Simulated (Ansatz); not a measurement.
Input and command of a calculation in Ansatz (plane waves; scalar-relativistic PAW potentials unless the input names others):

```yaml
crystal:
  lattice:
    - [0.0, 2.5898476114, 2.7226603094]
    - [2.5898476114, 0.0, 2.7226603094]
    - [2.5898476114, 2.5898476114, 0.0]
  atoms:
    - { symbol: Co, position: [0.0, 0.0, 0.0] }
    - { symbol: Si, position: [0.25, 0.25, 0.25] }
    - { symbol: Si, position: [0.75, 0.75, 0.75] }
basis:
  ecutwfc: 420
kpoints:
  mp_grid: { grid: [16, 16, 16] }
hamiltonian:
  xc: pbesol
scf:
  occupations: { method: gaussian, width: 0.15 }
  lower_state_search: light
output:
  forces: true
  eigenvalues: true
  stress: true
```

```bash
ansatz run input.yaml --threads 2 --pin off --max-ram 5120MiB --backend cpu --events-out ev --progress --plain --runs-dir out
```

Abridged log:
```
Basis set: ecut = 420 eV, 725 PW (Γ), exchange–correlation on 54×54×50 points (8 copies of the dense FFT grid, shifted against one another)
Bands: 17, of which v1, the nominal top of the filled ones, is band 13 counted from 1 (12 counted from 0)
Symmetry: 16 space group operations
k-points: 349 of 4096
SCF iter   1: F=—  HF=-6337.700249 eV  |F-HF|=—  |Δ(HF+E_count)|=         —  Δρ=1.90e-2  dr2=9.19e-2  ethr=1.77e-3  ⟨swp⟩=5.0  Hψ=30376  notcnv=0
SCF iter   2: F=—  HF=-6337.691967 eV  |F-HF|=—  |Δ(HF+E_count)|=   8.28e-3  Δρ=6.19e-3  dr2=1.33e-2  ethr=3.68e-4  ⟨swp⟩=1.8  Hψ=9064  notcnv=0  defer=5
SCF iter   3: F=—  HF=-6337.690835 eV  |F-HF|=—  |Δ(HF+E_count)|=   1.13e-3  Δρ=1.26e-3  dr2=1.07e-3  ethr=5.31e-5  ⟨swp⟩=1.0  Hψ=5871  notcnv=0  defer=5
SCF iter   4: F=—  HF=-6337.690840 eV  |F-HF|=—  |Δ(HF+E_count)|=   5.53e-6  Δρ=5.10e-4  dr2=1.14e-4  ethr=4.28e-6  ⟨swp⟩=2.8  Hψ=9198  notcnv=0  defer=5
SCF iter   5: F=—  HF=-6337.690843 eV  |F-HF|=—  |Δ(HF+E_count)|=   2.95e-6  Δρ=1.12e-4  dr2=5.03e-6  ethr=4.56e-7  ⟨swp⟩=2.5  Hψ=9521  notcnv=0  defer=5
SCF iter   6: F=—  HF=-6337.690837 eV  |F-HF|=—  |Δ(HF+E_count)|=   6.33e-6  Δρ=6.84e-5  dr2=8.75e-7  ethr=2.01e-8  ⟨swp⟩=2.0  Hψ=10072  notcnv=0  defer=5
SCF iter   7: F=-6337.690837 eV  HF=-6337.690837 eV  |F-HF|=5.01e-8  |Δ(HF+E_count)|=   5.77e-8  Δρ=1.74e-5  dr2=8.86e-8  ethr=4.00e-10  ⟨swp⟩=3.8  Hψ=25521  notcnv=0
SCF 1 converged in 7 iterations: F = -6337.690837 eV  dr2 = 8.86e-8
SCF converged after 7 iterations
Free energy (F): -6337.690837 eV
Harris-Foulkes:  -6337.690837 eV  (|F-HF|=5.01e-8)
Internal energy: -6337.679608 eV  (E = F + TS)
E sigma→0 (E₀):  -6337.685222 eV
Entropy (-TS):   -0.011229 eV (-3.743 meV/atom)
Fermi energy:    13.603462 eV
--- Forces (eV/Å), atoms counted from 1 ---
  atom   1  Co     0.00000000     0.00000000     0.00000000
  atom   2  Si     0.00000000     0.00000000     0.00000000
  atom   3  Si     0.00000000     0.00000000     0.00000000
--- Stress (GPa, compression-positive) ---
        7.156497       0.000000       0.000000
        0.000000       7.156497       0.000000
        0.000000       0.000000       2.146107
  P = ⅓ Tr σ = 5.4864 GPa (54.864 kbar)
```

Apart from outputs and empty bands, the input differs from a reference run on usual settings in scf.lower_state_search: not typed → "light". The reference, at the same geometry (not necessarily relaxed), gave pressure 5.49 GPa, largest force 0.000 eV/Å, no gap on the mesh. This run converged in 7 SCF iterations (reference: 7) with an energy at zero smearing within 0.01 meV/atom of the reference's, pressure 5.49 GPa, largest force 0.000 eV/Å, no gap on the mesh.

Time: 3.1 s on 2 threads of Intel(R) Xeon(R) 6975P-C (Granite Rapids), on a shared host, peak memory 0.48 GiB.